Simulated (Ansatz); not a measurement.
CdS: a workflow

**What was measured.** A cell as deposited of cubic CdS (space group F-43m), temperature not stated, from the Crystallography Open Database (1961), has a = 5.833 Å and 24.81 Å³/atom.

The computed numbers are results of r²SCAN, scalar-relativistic (no spin polarisation) in the plane-wave PAW code Ansatz at 500 eV, 8×8×8 k-mesh, Gaussian smearing of 0.05 eV. The datasets are Ansatz's generated set soft_2.

The chain of runs began from a cell as deposited in COD, expanded in volume. Of that entry: the entry's cell lengths or inner coordinates differ somewhat from later room-temperature determinations.

Starting cell, 0 % over the database's volume:

```cif
data_structure
_symmetry_space_group_name_H-M 'P 1'
_symmetry_Int_Tables_number 1
_cell_length_a 4.1290
_cell_length_b 4.1290
_cell_length_c 4.1290
_cell_angle_alpha 60.000
_cell_angle_beta 60.000
_cell_angle_gamma 60.000
_cell_volume 49.78
loop_
_atom_site_label
_atom_site_type_symbol
_atom_site_fract_x
_atom_site_fract_y
_atom_site_fract_z
_atom_site_occupancy
Cd1 Cd 0.00000 0.00000 0.00000 1
S1 S 0.75000 0.75000 0.75000 1
```

The first steps of the search for zero pressure:

```tsv
run	level	k-mesh	kind	V (Å³/atom)	P (GPa)	gap on the mesh (eV)
1	PBE, 420 eV	6×6×6	fixed cell	24.89	2.6	1.14
```

**Question.** At which volume does r²SCAN reach zero pressure?

**Answer.** 25.38 Å³/atom, about 2.0 % over the start.

The steps that followed:

```tsv
run	level	k-mesh	kind	V (Å³/atom)	P (GPa)	E − E(final) (meV/atom)	gap on the mesh (eV)
2	PBE, 420 eV	6×6×6	fixed cell	25.33	1.5	–	1.10
3	PBE, 420 eV	6×6×6	fixed cell	26.03	0.0	–	1.04
4	r²SCAN	8×8×8	fixed cell	26.03	-1.4	2.9	1.49
5	r²SCAN	8×8×8	fixed cell	25.78	-0.9	1.1	1.51
6	r²SCAN	8×8×8	fixed cell	25.38	0.0	0.0	1.54
```

The cell is relaxed to zero pressure at this level.

The final structure (symmetry read at 0.01 Å). Symmetry: F-43m, No. 216, cubic system. Conventional cell: a = 5.878 Å, b = 5.878 Å, c = 5.878 Å, α = 90.00°, β = 90.00°, γ = 90.00°. Around Cd (site symmetry -43m) lie 4 S at 2.55 Å. S (site symmetry -43m) has 4 Cd at 2.55 Å as nearest neighbours. (Shells end 15 % past the nearest neighbour.)

```
atom  site  symmetry       x       y       z
  Cd    4a      -43m  0.0000  0.0000  0.0000
   S    4c      -43m  0.2500  0.2500  0.2500
```

- At the final geometry the gap, band path included, is 1.54 eV.
- Against the elements' standard states, run alike and uncorrected, the formation energy is -0.81 eV/atom.

**Reading the result.**

Formal charges Cd²⁺, S²⁻ balance and leave closed shells on every ion, so a band insulator is expected, and the gap is 1.54 eV.

Within 0.6 eV of the edges the projected states are 92 % S 3p at the top of the valence band and 63 % Cd 5s at the bottom of the conduction band. The lowest excitation takes an electron from S back to Cd, as in polar semiconductors.

Shannon's ionic radii give a check on the bond lengths: Cd²⁺ with 4 neighbours 0.78 Å + S²⁻ 1.84 Å (six-fold value) = 2.62 Å against a computed mean of 2.55 Å. Sums and bonds agree within 3 %, so ion sizes set the bond lengths.

Bader charges against formal ones: Cd +0.94 (+2), S −0.94 (−2). The cations give up 47 % of the formal charge; Bader charges stay under formal ones because the anions' density reaches into the cations' basins, the more so the higher the formal charge and the softer the anion.

**Comparison.** The computed cell (5.878 Å, 25.38 Å³/atom) differs from the database's by +2.3 % in volume, about +0.8 % in length. The static lattice lacks zero-point motion and thermal expansion, so this level's own overestimate is larger than the figure.

Semilocal functionals underestimate band gaps, commonly by a third or more.
